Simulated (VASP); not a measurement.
# GaP under biaxial (111) strain: splitting of the L valleys and order of the L and Δ valleys at HSE06

Electrons in a GaP layer strained on a (111) surface collect in the lowest conduction valley, which sets their effective mass and their scattering between valleys. A device model therefore needs to know which valleys the strain separates, by how much, and whether the lowest one changes. We calculated the valley energies at HSE06 for in-plane strains from −2 % to +2 %, on cells relaxed with LDA. Single levels are counted from the valence-band top at the zone centre. The splitting is the level at L along [-111] less that at L along [111], the strain normal, so a positive value means that the valley along the normal is the lower of the two.

## Calculations

The start is a typed prototype cell. The crystal was relaxed with LDA. Equal strain is imposed in the (111) plane; the strain along the normal is adjusted until the normal stress vanishes, and the atoms are relaxed with LDA. VASP 6.6.1, plane waves with PAW, cutoff 450 to 457 eV, no spin polarisation. Band edges are single points at HSE06 (no spin-orbit coupling) on these cells, k mesh 5×5×5, read on short lines of k points at the zone centre and through the valleys; energies are counted from the valence-band top at the zone centre.  All levels use the PAW data sets made with LDA.

Notes on method and selection:

- A valley's energy from the valence-band top holds the shift of that top as well as the shift of the valley.
- Runs that did not converge, have known faults or may not be shown are not listed, and runs on Ansatz's PAW sets soft_1 and soft_2 are kept to separate tables.

Columns:

- strain (%): strain in the plane (tension positive).
- splitting (eV): level at L along [-111] less that along [111].
- Δ [001] (eV): minimum of the conduction band along Γ–X in the [001] direction.
- L [111] (eV): conduction level at L along [111].
- L [-111] (eV): conduction level at L along [-111].
- Γ level (eV): lowest conduction level at Γ.

Input lines of one member:

```
PREC = Accurate
ENCUT = 457
EDIFF = 1E-06
NELM = 100
ISMEAR = 0
SIGMA = 0.02
LREAL = .FALSE.
ALGO = Normal
LHFCALC = .TRUE.
AEXX = 0.25
GGA = PE
HFSCREEN = 0.2
LASPH = .TRUE.
NBANDS = 14
PRECFOCK = Fast
```

Command (options for logging and memory left out): `mpirun -np 4 vasp_std`

## Results

| member | strain (%) | splitting (eV) | Δ [001] (eV) | L [111] (eV) | L [-111] (eV) | Γ level (eV) |
| --- | --- | --- | --- | --- | --- | --- |
| −2 % | −2.0 | −0.453 | 1.999 | 2.982 | 2.529 | 3.193 |
| −1 % | −1.0 | −0.220 | 2.131 | 2.809 | 2.589 | 3.186 |
| −0.5 % | −0.5 | −0.107 | 2.177 | 2.722 | 2.615 | 3.156 |
| 0 % | 0.0 | 0.000 | 2.217 | 2.637 | 2.637 | 3.111 |
| +0.5 % | 0.5 | 0.105 | 2.188 | 2.491 | 2.596 | 2.997 |
| +1 % | 1.0 | 0.207 | 2.157 | 2.351 | 2.558 | 2.880 |
| +2 % | 2.0 | 0.399 | 2.088 | 2.088 | 2.487 | 2.643 |

Least-squares fits to the whole series, with x = strain (%); R² and errors in the fitted variable (y, or ln y where the fit is in ln y):

| y | members | fit | R² | rms residual | leave-one-out rms | the same for the mean of the others |
| --- | --- | --- | --- | --- | --- | --- |
| splitting (eV) | 7 | y = −0.009857 + 0.2130 x | 1.00 | 0.011 | 0.021 | 0.30 |
| Δ [001] (eV) | 7 | y = 2.137 + 0.01995 x | 0.13 | 0.064 | 0.11 | 0.079 (fit no better) |

## What drives the series

Tension lowers the L valley along the normal below the other three L valleys, and compression raises it above them. The splitting runs from −0.453 eV at −2 % to 0.399 eV at +2 %. The Δ valleys along the cubic axes stay equal to one another and are lowest in every row from −2 % to +1 %. At +2 % L [111] and Δ both stand at 2.088 eV, and their order is not settled.

The model for the splitting rests on three assumptions.

1. To first order, a valley along the unit vector $\hat{k}$ shifts by $\Xi_d\,\mathrm{Tr}\,\varepsilon + \Xi_u\,\hat{k}\cdot\varepsilon\cdot\hat{k}$, where $\varepsilon$ is the strain tensor and $\Xi_d$, $\Xi_u$ are deformation potentials. The first term is the same for all L valleys and cancels in the splitting.

2. The in-plane strain is $e$ and the strain along the normal is $-\rho e$, with $\rho$ constant. For a valley at angle $\theta$ to the normal,

$$\hat{k}\cdot\varepsilon\cdot\hat{k} = e\,[1-(1+\rho)\cos^2\theta].$$

For [111] $\cos^2\theta = 1$, and for [-111] it is 1/9. The difference gives

$$S = \tfrac{8}{9}\,\Xi_u(1+\rho)\,e.$$

For each cubic axis $\cos^2\theta = 1/3$, which is why the Δ valleys do not split.

3. The next term is quadratic. Symmetry allows it, because tension and compression along [111] are not equivalent distortions. With $x$ the in-plane strain in percent,

$$S = a x + b x^2.$$

There is no constant term, since the four L valleys are equivalent in the unstrained crystal.

The order of L [111] and Δ follows from their difference, in which the valence-band top cancels. L [111] lies above Δ by 2.637 − 2.217 = 0.420 eV without strain, by 2.351 − 2.157 = 0.194 eV at +1 %, and by 0.000 eV at +2 %.

## Fixing and testing the model

We fix the two constants on the members at −1 % and +1 %, whose splittings are −0.220 and 0.207 eV. Half the difference gives the linear constant and half the sum gives the quadratic one:

$a$ = (0.207 + 0.220) / 2 = 0.2135 eV per %

$b$ = (0.207 − 0.220) / 2 = −0.0065 eV per %²

The other strained members then follow.

- **+2 %:** 2 × 0.2135 − 4 × 0.0065 = 0.401 eV. The table has 0.399 eV.
- **−2 %:** −2 × 0.2135 − 4 × 0.0065 = −0.453 eV. The table has −0.453 eV.
- **+0.5 %:** 0.5 × 0.2135 − 0.25 × 0.0065 = 0.105 eV. The table has 0.105 eV.
- **−0.5 %:** −0.5 × 0.2135 − 0.25 × 0.0065 = −0.108 eV. The table has −0.107 eV.

The typical miss on these four members is about 0.001 eV. Predicting each member from the mean of the others misses by 0.30 eV, and the straight line has a leave-one-out error of 0.021 eV. The two members at ±2 % are the harder test, because they lie outside the pair that fixed the constants.

The linear constant also gives the size of the deformation potential. Per unit strain it is 100 × 0.2135 = 21.35 eV. With $\rho$ taken as roughly 0.5, $\Xi_u$ is 21.35 × 9 / (8 × 1.5) = 16 eV, a rough value because $\rho$ is rough.

## Departures from the trend

Largest departures from the fit to the whole series:

| member | splitting (eV) | fit | computed − fit | in rms residuals |
| --- | --- | --- | --- | --- |
| −2 % | −0.453 | −0.436 | −0.017 | 1.5 |
| +2 % | 0.399 | 0.416 | −0.017 | 1.5 |
| 0 % | 0.000 | −0.010 | +0.010 | 0.9 |
| −0.5 % | −0.107 | −0.116 | +0.009 | 0.8 |

Without the quadratic term the model misses in a regular way. The straight-line fit lies 0.017 eV above the computed splitting at both −2 % and +2 %, and 0.010 eV below it at zero strain, where symmetry requires zero. The assumption that fails is purely linear response. The ratio $\rho$ falls slightly from compression to tension, which has the right sign but accounts for only a minor part of the bend.

A straight line fails more plainly for Δ, which is counted from the valence-band top. Δ drops by 2.217 − 1.999 = 0.218 eV at −2 % and by 2.217 − 2.088 = 0.129 eV at +2 %, and the line describes it no better than the mean does. One reason is the reference: strain of either sign splits the valence-band top, and its upper part, a pair under compression and a single state under tension, moves up towards the conduction levels. A second is that shear mixes the two lowest conduction bands near X. This should lower the Δ minimum for both signs of strain and draw it towards X. The calculated minimum does lie nearer to X at both ends of the series than without strain, which fits this cause but does not give its share of the drop.

## What to take away

Between −2 % and +2 % the L splitting follows $S = ax + bx^2$ closely. Δ is the lowest valley in the rows up to +1 %, and at +2 % it is level with L [111].

We know of no omitted effect as large as the range of the splitting, 0.399 + 0.453 = 0.852 eV, but one matters for the valley order. LDA cells are usually too small, by roughly 1 % in length here, and a larger cell would lower L relative to Δ by roughly 0.1 to 0.2 eV. The two valleys could then meet at a smaller tension. Spin-orbit coupling, also left out, would raise the unstrained valence-band top by roughly 0.03 eV and so lower the conduction levels of that row together. The shift of the top changes with strain, but it cancels in the splitting and in the order of the valleys.

[Logs are printed without paths, hosts, clocks, repeated set-up lines and the standing remarks that a program may print on its own settings, such as how far it seeks lower states.]
